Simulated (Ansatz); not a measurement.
This script makes an equation of state with a fit of BN, space group R3m with Ansatz 0.2.0, Python API.

`bn.py`
```python
# -*- coding: utf-8 -*-
"""Energy against volume for BN, with a fit."""

import ansatz as az
import numpy as np
from pymatgen.analysis.eos import EOS

VECTORS = np.array([
    [1.251122, 0.722335, 3.372934],
    [-1.251122, 0.722335, 3.372934],
    [0.0, -1.444671, 3.372934],
])
SITES = [
    ("B", (0.999671, 0.999671, 0.999671)),
    ("N", (0.332762, 0.332762, 0.332762)),
]


def make_crystal(cell):
    crystal = az.Crystal(lattice=az.Lattice.of(cell))
    for symbol, position in SITES:
        crystal = crystal.atom(symbol, position)
    return crystal


def main():
    # scale the volume, keep shape and fractions
    volumes, energies, pressures = [], [], []
    for scale in np.linspace(0.94, 1.06, 7):
        cell = VECTORS * scale ** (1 / 3)
        setup = make_crystal(cell).calculation()
        setup = setup.functional("r2SCAN", dispersion="d4")
        setup = setup.occupations("fixed")
        setup = setup.pseudopotentials("paw")
        setup = setup.basis(600)
        setup = setup.kpoints(10, 10, 10).stress()
        rep = setup.run().report
        volumes.append(abs(np.linalg.det(cell)) / len(SITES))
        energies.append(rep["free_energy_ev"] / len(SITES))
        pressures.append(np.trace(rep["stress_gpa"]) / 3)
        print(f"V = {volumes[-1]:8.4f} A^3/atom  F = {energies[-1]:.5f} eV/atom  P = {pressures[-1]:8.3f} GPa")

    for form in ["pourier_tarantola", "vinet", "birch_murnaghan"]:
        fit = EOS(eos_name=form).fit(volumes, energies)
        print(f"{form:18s} V0 {fit.v0:8.4f} A^3/atom  B0 {fit.b0_GPa:7.1f} GPa  B1 {fit.b1:5.2f}")


if __name__ == "__main__":
    main()
```

From its runs, with one value withheld:

| V (Å³/atom) | F less the lowest row shown (meV/atom) |
| --- | --- |
| 8.596 | 22.87 |
| 8.779 | ? |
| 8.962 | 1.34 |
| 9.145 | 0.00 |
| 9.328 | 4.21 |
| 9.510 | 13.50 |
| 9.693 | 27.42 |

What is the missing energy at 8.779 Å³ an atom?

A third-order Birch-Murnaghan fit, E = E0 + (9 V0 B0 / 16) [(t - 1)³ B' + (t - 1)² (6 - 4t)] with t = (V0/V)^(2/3), through the 6 rows shown gives V0 = 9.095 Å³, B0 = 247.9 GPa, B' = 3.52 and E0 = -0.21 meV. At V = 8.779 Å³, t = 1.02388, and the fit interpolates to 8.77 meV. The run gave 8.78 meV, a miss of 0.00 meV.

Shape and fractional positions are held along the curve, so the bulk modulus is an upper value where they are free to relax. Pressure is positive in compression. This cell is a computed structure, which may not be the phase found in nature. Wall time of the script: 41 s on 1 thread of Intel(R) Xeon(R) Processor @ 2.30GHz, on a shared host, peak memory 0.69 GiB.
